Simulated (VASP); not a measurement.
Set up this calculation in VASP 6.6.1, as the native input.

```
Task                   : single point
Functional             : r2SCAN
Potentials or basis    : VASP PAW PBE potentials, release 64 (Be, C)
Cutoff                 : 520 eV
k mesh                 : 10 × 10 × 10
Occupations            : fermi-dirac, width 0.0878 eV
Spin                   : no spin polarisation
Dipole correction      : no
Further INCAR settings : ALGO = Normal; EDIFF = 1e-06; NBANDS = 11
```

The system is Be2C.

```
CELL_PARAMETERS angstrom
0.00000 2.18125 2.18125
2.18125 0.00000 2.18125
2.18125 2.18125 0.00000
ATOMIC_POSITIONS crystal
Be 0.25000 0.25000 0.25000
Be 0.75000 0.75000 0.75000
C 0.00000 0.00000 0.00000
```

These files were run (other wordings do the same):

POSCAR

```
Be2C
1.0
    0.0000000000      2.1812470000      2.1812470000
    2.1812470000      0.0000000000      2.1812470000
    2.1812470000      2.1812470000      0.0000000000
Be C
2 1
Direct
    0.2500000000      0.2500000000      0.2500000000
    0.7500000000      0.7500000000      0.7500000000
    0.0000000000      0.0000000000      0.0000000000
```

INCAR.step1

```
ALGO = Normal ; EDIFF = 1E-4
ENCUT = 520 ; GGA = PE
ISMEAR = -1 ; LASPH = True
LCHARG = False ; LREAL = False
LWAVE = True ; NBANDS = 11
NELM = 100 ; PREC = Accurate
SIGMA = 0.0878
```

INCAR.step2

```
ALGO = Normal ; EDIFF = 1E-6
ENCUT = 520 ; ISIF = 2
ISMEAR = -1 ; ISTART = 1
LASPH = True ; LCHARG = False
LMIXTAU = True ; LREAL = False
LWAVE = False ; METAGGA = R2SCAN
NBANDS = 11 ; NELM = 100
PREC = Accurate ; SIGMA = 0.0878
```

KPOINTS

```
k-points
0
Gamma
  10 10 10
```

Potentials or basis: VASP PAW PBE potentials, release 64 (Be, C).

Launch:

```console
$ cat potpaw_PBE.64/Be/POTCAR potpaw_PBE.64/C/POTCAR > POTCAR
$ cp INCAR.step1 INCAR
$ mpirun -np 1 vasp_std > vasp.out
$ cp INCAR.step2 INCAR
$ mpirun -np 1 vasp_std > vasp.out
```

Results of the run:

```
Pressure               : -4.7 GPa
Band gap on the k mesh : 1.51 eV, indirect (least direct gap 4.57 eV)
```

Caveat: the PAW data sets were made with another functional, which shifts forces and pressure a little.

Run time: 16 s on 1 thread of Intel(R) Xeon(R) 6975P-C (Granite Rapids) (shared host), peak memory 0.14 GiB.
